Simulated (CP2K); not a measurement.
Crystal: CoO.

```xyz
2
Lattice="3.0144 0.0000 0.0000 1.5072 2.6105 0.0000 1.5072 0.8702 2.4612" Properties=species:S:1:pos:R:3 pbc="T T T"
Co    0.0000    0.0000    0.0000
O     3.0144    1.7404    1.2306
```

Base run:

```yaml
Program: CP2K 2026.2
Functional: PBE
Potentials_or_basis: POTENTIAL_UZH Co GTH-PBE-q17, O GTH-PBE-q6; TZVP-MOLOPT-PBE-GTH basis
Density_cutoff: 11565 eV
k_mesh: 11 × 11 × 11
Occupations: fermi-dirac, width 0.05 eV
Spin: collinear spin, ferromagnetic start
Starting_moments: "[2.0, 0.0] μB"
```

Its results: pressure -0.3 GPa; site moments Co +2.74; O +0.26 μB.

Q: The run is repeated on the same cell with these changes: dispersion from none to D3(BJ)+ATM. What comes out?

A: Pressure -4.0 GPa; site moments Co +2.74; O +0.26 μB.

Dispersion adds attraction, which lowers the pressure at fixed volume and, as a term added to the energy, leaves the levels alone.

Caveats: the basis of atomic orbitals isn't converged, which shifts pressures, moduli and gaps; the total moment is fixed, so each spin has its own Fermi level; a cell with one magnetic atom can't hold antiferromagnetic order, which such compounds often take.
